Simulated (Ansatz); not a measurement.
**Thermal properties of ZrS2 from its phonons**

Method: Ansatz, DFT PBE, scalar-relativistic, plane waves, PAW. Settings: 420 eV plane-wave cutoff, Γ-centred 12×12×4 mesh, fixed occupations. No spin polarisation. Phonons by linear response, acoustic sum rule imposed.

Relaxed structure:
```yaml
crystal:
  lattice:
    - [3.68522, 0.00000, 0.00000]
    - [-1.84261, 3.19149, 0.00000]
    - [0.00000, 0.00000, 6.75732]
  atoms:
    - { symbol: Zr, position: [0.00000, 0.00000, 0.00000] }
    - { symbol: S, position: [0.33333, 0.66667, 0.21434] }
    - { symbol: S, position: [0.66667, 0.33333, 0.78566] }
```

It was relaxed at this level from a cell as deposited in COD. The q mesh is coarse, so values between its points are rough. No dispersion correction is applied, so modes and constants that involve weak contacts between layers, chains or molecules come out too soft.

Force constants from linear response on a 2×2×1 q mesh, interpolated to a fine mesh.

(1) What is the zero-point energy per atom?

(2) How large are the vibrational entropy and heat capacity at 300 K?

(3) Tabulate them against temperature.

Results:

(1) 38.6 meV.

(2) S = 3.54 k_B and C_V = 2.73 k_B per atom, 91 % of the Dulong–Petit value.

(3)
```csv
T (K),F_vib (meV/atom),S (k_B/atom),C_V (k_B/atom)
100,35.0,1.08,1.54
200,19.4,2.49,2.45
300,-6.8,3.54,2.73
400,-40.9,4.35,2.84
500,-81.2,4.99,2.90
600,-126.5,5.52,2.93
700,-176.1,5.97,2.95
800,-229.2,6.36,2.96
900,-285.6,6.71,2.97
1000,-344.9,7.03,2.97
```
